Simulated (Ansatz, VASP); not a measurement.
One calculation of B5As2, two programs

```
B As
1.0
     0.00000    4.28413    4.28413
     4.28413    0.00000    4.28413
     4.28413    4.28413    0.00000
B As
10 4
Direct
  0.25000 0.25000 0.25000
  0.00000 0.00000 0.00000
  0.36696 0.36696 0.36696
  0.35087 0.88304 0.88304
  0.36696 0.36696 0.89913
  0.88304 0.35087 0.88304
  0.89913 0.36696 0.36696
  0.88304 0.88304 0.88304
  0.36696 0.89913 0.36696
  0.88304 0.88304 0.35087
  0.62500 0.62500 0.62500
  0.12500 0.62500 0.62500
  0.62500 0.62500 0.12500
  0.62500 0.12500 0.62500
```

Alike in both runs: functional PBE; k mesh 8 × 8 × 8; occupations gaussian, width 0.1 eV; no spin polarisation.

Ansatz relaxed the structure, and its values are those at the end. VASP's run is a single point on that final structure, the one shown.

|  | VASP | Ansatz |
| --- | --- | --- |
| version | VASP 6.6.1 | Ansatz 0.2.0 |
| potentials or method | VASP PAW PBE potentials, release 64 (B, As) | scalar-relativistic, plane waves, PAW |
| plane-wave cutoff (eV) | 520 | 420 |
| valence electrons in the cell | 50 | 90 |

Ansatz gave:

* gap on the k mesh at the Fermi level (eV): none
* pressure (GPa): 0.0
* rms of the force components (eV/Å): 0.000

Task: Which values does VASP return?

Result: gap on the k mesh at the Fermi level (eV): none; pressure (GPa): 0.4; rms of the force components (eV/Å): 0.016.

A gap of «none» marks a metal or a gap that the smearing closes. The two sets of potentials don't hold the same shells in valence.
